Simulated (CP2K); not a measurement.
# LiH (Fm-3m) in CP2K: settings compared

Aim: see how the results for LiH move with the level of theory and the settings. Levels: PBE, LDA, BEEF-vdW, RPBE, optB88-vdW. Tasks: atomic charges.

Everything below comes from runs of CP2K 2026.2. Logs are shortened: lines on timing, memory, paths and dates and some standing lists are left out, and cuts for length are marked.

## Step 1: The structure

It takes space group Fm-3m (No. 225, cubic). The conventional cell has a = 4.073 Å, b = 4.073 Å, c = 4.073 Å, α = 90.00°, β = 90.00°, γ = 90.00°. Around Li (site symmetry m-3m) lie 6 H at 2.04 Å. H (site symmetry m-3m) is surrounded by 6 Li at 2.04 Å.

## Step 2: Atomic charges, PBE

File lih_charges.inp:

```
&GLOBAL
  PROJECT lih_charges
  RUN_TYPE ENERGY_FORCE
  PRINT_LEVEL LOW
&END GLOBAL
&FORCE_EVAL
  METHOD QS
  STRESS_TENSOR ANALYTICAL
  &DFT
    BASIS_SET_FILE_NAME BASIS_MOLOPT_UZH
    POTENTIAL_FILE_NAME POTENTIAL_UZH
    &MGRID
      CUTOFF 800
      REL_CUTOFF 60
      NGRIDS 4
    &END MGRID
    &QS
      METHOD GPW
      EPS_DEFAULT 1.0E-9
    &END QS
    &KPOINTS
      SCHEME MONKHORST-PACK 11 11 11
      GAMMA_CENTERED T
      SYMMETRY T
      SYMMETRY_BACKEND SPGLIB
    &END KPOINTS
    &SCF
      SCF_GUESS ATOMIC
      EPS_SCF 1.0E-6
      MAX_SCF 100
      ADDED_MOS 10
      CHOLESKY OFF
      EPS_EIGVAL 1.0E-7
      &DIAGONALIZATION ON
        ALGORITHM STANDARD
      &END DIAGONALIZATION
      &MIXING ON
        METHOD BROYDEN_MIXING
        ALPHA 0.4
        BETA 1.5
        NBUFFER 8
      &END MIXING
      &SMEAR ON
        METHOD FERMI_DIRAC
        ELECTRONIC_TEMPERATURE 580.23
      &END SMEAR
    &END SCF
    &XC
      &XC_FUNCTIONAL
        &GGA_X_PBE
        &END GGA_X_PBE
        &GGA_C_PBE
        &END GGA_C_PBE
      &END XC_FUNCTIONAL
    &END XC
    &PRINT
      &KPOINTS ON
      &END KPOINTS
      &MULLIKEN ON
      &END MULLIKEN
      &MO ON
        ENERGIES T
        OCCUPATION_NUMBERS T
        &EACH
          QS_SCF 0
        &END EACH
        ADD_LAST NUMERIC
      &END MO
      &LOWDIN ON
      &END LOWDIN
      &HIRSHFELD ON
        SHAPE_FUNCTION GAUSSIAN
      &END HIRSHFELD
      &VORONOI ON
        VORONOI_RADII UNITY
      &END VORONOI
    &END PRINT
  &END DFT
  &SUBSYS
    &CELL
      ABC 2.8803994732 2.8803994732 2.8803994731
      ALPHA_BETA_GAMMA 59.9999999994 59.9999999993 59.9999999996
      PERIODIC XYZ
    &END CELL
    &COORD
      SCALED
      Li  0.0000000000 0.0000000000 0.0000000000
      H   0.5000000000 0.5000000000 0.5000000000
    &END COORD
    &KIND Li
      BASIS_SET TZVP-MOLOPT-PBE-GTH-q3
      POTENTIAL GTH-PBE-q3
    &END KIND
    &KIND H
      BASIS_SET TZVP-MOLOPT-PBE-GTH-q1
      POTENTIAL GTH-PBE-q1
    &END KIND
    &PRINT
      &ATOMIC_COORDINATES ON
      &END ATOMIC_COORDINATES
      &CELL ON
      &END CELL
    &END PRINT
  &END SUBSYS
  &PRINT
    &FORCES ON
    &END FORCES
    &STRESS_TENSOR ON
    &END STRESS_TENSOR
  &END PRINT
&END FORCE_EVAL
```

Potentials or basis: POTENTIAL_UZH Li GTH-PBE-q3, H GTH-PBE-q1; TZVP-MOLOPT-PBE-GTH basis.

Launch:

```sh
OMP_NUM_THREADS=1 cp2k.psmp -i lih_charges.inp -o lih_charges.out
```

lih_charges.out:

```text

 CP2K| version string:                                       CP2K version 2026.2
 CP2K| Input file name                                           lih_charges.inp

 GLOBAL| Force Environment number                                              1
 GLOBAL| Basis set file name                                    BASIS_MOLOPT_UZH
 GLOBAL| Potential file name                                       POTENTIAL_UZH
 GLOBAL| MM Potential file name                                     MM_POTENTIAL
 GLOBAL| Coordinate file name                                      __STD_INPUT__
 GLOBAL| Method name                                                        CP2K
 GLOBAL| Project name                                                lih_charges
 GLOBAL| Run type                                                   ENERGY_FORCE
 GLOBAL| FFT library                                                       FFTW3
[... 8 lines left out ...]
 GLOBAL| CPU model name                                                  UNKNOWN

 CELL| Volume [angstrom^3]:                                            16.898306
 CELL| Vector a [angstrom]:       2.880     0.000     0.000   |a| =     2.880399
 CELL| Vector b [angstrom]:       1.440     2.494     0.000   |b| =     2.880399
 CELL| Vector c [angstrom]:       1.440     0.831     2.352   |c| =     2.880399
 CELL| Angle (b,c), alpha [degree]:                                    60.000000
 CELL| Angle (a,c), beta  [degree]:                                    60.000000
 CELL| Angle (a,b), gamma [degree]:                                    60.000000
 CELL| Numerically orthorhombic:                                              NO
 CELL| Periodicity                                                           XYZ

 CELL_REF| Volume [angstrom^3]:                                        16.898306
 CELL_REF| Vector a [angstrom     2.880     0.000     0.000   |a| =     2.880399
 CELL_REF| Vector b [angstrom     1.440     2.494     0.000   |b| =     2.880399
 CELL_REF| Vector c [angstrom     1.440     0.831     2.352   |c| =     2.880399
 CELL_REF| Angle (b,c), alpha [degree]:                                60.000000
 CELL_REF| Angle (a,c), beta  [degree]:                                60.000000
 CELL_REF| Angle (a,b), gamma [degree]:                                60.000000
 CELL_REF| Numerically orthorhombic:                                          NO
 CELL_REF| Periodicity                                                       XYZ
[... 9 lines left out ...]
 TOTAL NUMBERS AND MAXIMUM NUMBERS

  Total number of            - Atomic kinds:                                   2
                             - Atoms:                                          2
                             - Shell sets:                                     2
                             - Shells:                                         9
                             - Primitive Cartesian functions:                 10
                             - Cartesian basis functions:                     13
                             - Spherical basis functions:                     13

  Maximum angular momentum of- Orbital basis functions:                        1
                             - Local part of the GTH pseudopotential:          6

 MODULE QUICKSTEP: ATOMIC COORDINATES IN ANGSTROM

   Atom Kind Element         X             Y             Z       Z(eff)     Mass
      1    1 Li    3      0.000000      0.000000      0.000000   3.0000   6.9410
      2    2 H     1      2.880399      1.662999      1.175918   1.0000   1.0079

 SCF PARAMETERS         Density guess:                                    ATOMIC
[... 9 lines left out ...]
                        --------------------------------------------------------
                        level_shift [a.u.]:                             0.000000
                        added MOs                                        10    0
                        --------------------------------------------------------
                        Mixing method:                            BROYDEN_MIXING
                                                charge density mixing in g-space
                        --------------------------------------------------------
                        Smear method:                                FERMI_DIRAC
                        Electronic temperature [K]:                        580.2
                        Electronic temperature [a.u.]:                  1.84E-03
                        Accuracy threshold:                             1.00E-10
                        --------------------------------------------------------
                        No outer SCF

 *******************************************************************************
                                    Kpoints
[... 59 lines left out ...]

 Number of orbital functions:                                                 13
 Number of independent orbital functions:                                     13

 SCF WAVEFUNCTION OPTIMIZATION

  Step     Update method      Time    Convergence         Total energy    Change
  ------------------------------------------------------------------------------
     1 NoMix/Diag. 0.40E+00    3.1     0.69234604        -8.1426905006 -8.14E+00
     2 Broy./Diag. 0.40E+00    2.8     0.06985655        -7.9740275114  1.69E-01
     3 Broy./Diag. 0.40E+00    2.8     0.17456786        -8.0804142592 -1.06E-01
     4 Broy./Diag. 0.40E+00    2.8     0.01138573        -8.0889989766 -8.58E-03
     5 Broy./Diag. 0.40E+00    2.8     0.00551209        -8.0855755618  3.42E-03
     6 Broy./Diag. 0.40E+00    2.8     0.00110489        -8.0861239566 -5.48E-04
     7 Broy./Diag. 0.40E+00    2.8     0.00017265        -8.0859088449  2.15E-04
     8 Broy./Diag. 0.40E+00    2.8     0.00046537        -8.0856667990  2.42E-04
     9 Broy./Diag. 0.40E+00    2.8     0.00001985        -8.0856587691  8.03E-06
    10 Broy./Diag. 0.40E+00    2.8     0.00000679        -8.0856641557 -5.39E-06
    11 Broy./Diag. 0.40E+00    2.8     0.00000241        -8.0856662815 -2.13E-06
    12 Broy./Diag. 0.40E+00    2.8     0.00000079        -8.0856663827 -1.01E-07

  *** SCF run converged in    12 steps ***

  Electronic density on regular grids:         -3.9999999972        0.0000000028
  Core density on regular grids:                3.9999999939       -0.0000000061
  Total charge density on r-space grids:       -0.0000000033
  Total charge density g-space grids:          -0.0000000033

  Overlap energy of the core charge distribution:               0.00000000000000
  Self energy of the core charge distribution:                 -7.75745465670706
  Core Hamiltonian energy:                                      0.82672571651350
  Hartree energy:                                               1.05537182300570
  Exchange-correlation energy:                                 -2.21030926552067
  Electronic entropic energy:                                  -0.00000000000000
  Fermi energy:                                                 0.03918497117956

  Total energy:                                                -8.08566638270853
  Total energy (extrapolated to T->0):                         -8.08566638270853

 MO| EIGENVALUES AND OCCUPATION NUMBERS FOR K POINT 1
 MO|
 MO|  Index      Eigenvalue [a.u.]        Eigenvalue [eV]             Occupation
 MO|      1              -1.643297             -44.716378               2.000000
 MO|      2              -0.110728              -3.013058               2.000000
 MO|      3               0.172660               4.698317               0.000000
 MO|      4               0.525009              14.286230               0.000000
 MO|      5               0.719990              19.591924               0.000000
 MO|      6               0.719990              19.591924               0.000000
 MO|      7               1.457936              39.672454               0.000000
 MO|      8               1.507982              41.034279               0.000000
 MO|      9               1.507982              41.034279               0.000000
 MO|     10               1.840164              50.073396               0.000000
 MO|     11               2.695301              73.342875               0.000000
 MO|     12               6.123842             166.638225               0.000000
 MO| Sum:                                                               4.000000
[... 234 lines left out ...]
 MO|      2              -0.107013              -2.911960               2.000000
 MO|      3               0.253885               6.908574               0.000000
 MO|      4               0.396356              10.785406               0.000000
 MO|      5               0.530592              14.438134               0.000000
 MO|      6               0.693550              18.872447               0.000000
 MO|      7               1.252525              34.082942               0.000000
 MO|      8               1.721684              46.849396               0.000000
 MO|      9               1.834806              49.927607               0.000000
 MO|     10               2.011958              54.748158               0.000000
 MO|     11               2.734002              74.395991               0.000000
 MO|     12               4.933312             134.242244               0.000000
 MO| Sum:                                                               4.000000
 MO| E(Fermi):            0.039185 a.u.          1.066277 eV
 MO| Band gap:            0.360898 a.u.          9.820534 eV

 [... the levels of further k-points ...]

 !-----------------------------------------------------------------------------!
                     Mulliken Population Analysis

 #  Atom  Element  Kind  Atomic population                           Net charge
       1     Li       1          2.530838                              0.469162
       2     H        2          1.469162                             -0.469162
 # Total charge                              4.000000                  0.000000

 !-----------------------------------------------------------------------------!

 !-----------------------------------------------------------------------------!
                           Hirshfeld Charges

  #Atom  Element  Kind  Ref Charge     Population                    Net charge
      1       Li     1       3.000          3.515                        -0.515
      2       H      2       1.000          0.485                         0.515

  Total Charge                                                           -0.000
 !-----------------------------------------------------------------------------!

 VORONOI| Collecting electron density from MPI ranks and sending to library...
 VORONOI| Voronoi integration finished.

 LOWDIN POPULATION ANALYSIS

 #  Atom  Element  Kind  Atomic population                           Net charge
       1     Li       1          2.842519                              0.157481
       2     H        2          1.157481                             -0.157481
 # Total charge                              4.000000                  0.000000

 ENERGY| Total FORCE_EVAL ( QS ) energy [hartree]             -8.085666362169576

 FORCES| Atomic forces [hartree/bohr]
 FORCES|   Atom     x               y               z               |f|
 FORCES|      1  3.82596558E-18 -1.36969019E-16 -7.88333232E-16   8.00152757E-16
 FORCES|      2 -8.42178867E-16 -5.02786653E-16 -5.67156373E-17   9.82484771E-16
 FORCES| Sum    -8.38352901E-16 -6.39755672E-16 -8.45048870E-16
 FORCES| Total atomic force                                       1.35138096E-15

 STRESS| Analytical stress tensor [bar]
 STRESS|                        x                   y                   z
 STRESS|      x       -1.53910832544E+04   1.65368024802E-04   1.07051055587E-04
 STRESS|      y        1.65368024802E-04  -1.53910834464E+04   6.09038168331E-05
 STRESS|      z        1.07051055587E-04   6.09038168331E-05  -1.53910834795E+04
 STRESS| 1/3 Trace                                            -1.53910833934E+04
 STRESS| Determinant                                          -3.64592368523E+12

 STRESS| Eigenvectors and eigenvalues of the analytical stress tensor [bar]
 STRESS|                        1                   2                   3
 STRESS| Eigenvalues  -1.53910835416E+04  -1.53910835214E+04  -1.53910831173E+04
 STRESS|      x          -0.507037598915     -0.264025431812      0.820489759012
 STRESS|      y           0.861464760970     -0.186301771213      0.472408843746
 STRESS|      z           0.028130746404      0.946352059965      0.321910608255
```

Run time: 39 s. Hardware: 1 thread of Arm Neoverse V1, shared host; peak memory 0.26 GiB.

What came out:

```
Free energy            : -220.0222 eV
Pressure               : -1.5 GPa
Band gap on the k mesh : 3.39 eV, direct
Mulliken charges       : Li +0.47; H -0.47 e
Hirshfeld charges      : Li -0.52; H +0.52 e
Voronoi charges        : Li +0.53; H -0.53 e
```

Caveat: Hirshfeld charges from Gaussian shapes aren't those from atomic densities; Mulliken charges move with the basis; an odd mesh through Γ misses points on the zone boundary, where band edges often lie; the basis of atomic orbitals isn't converged, which shifts pressures, moduli and gaps.

(Continued in part 2 of 2.)
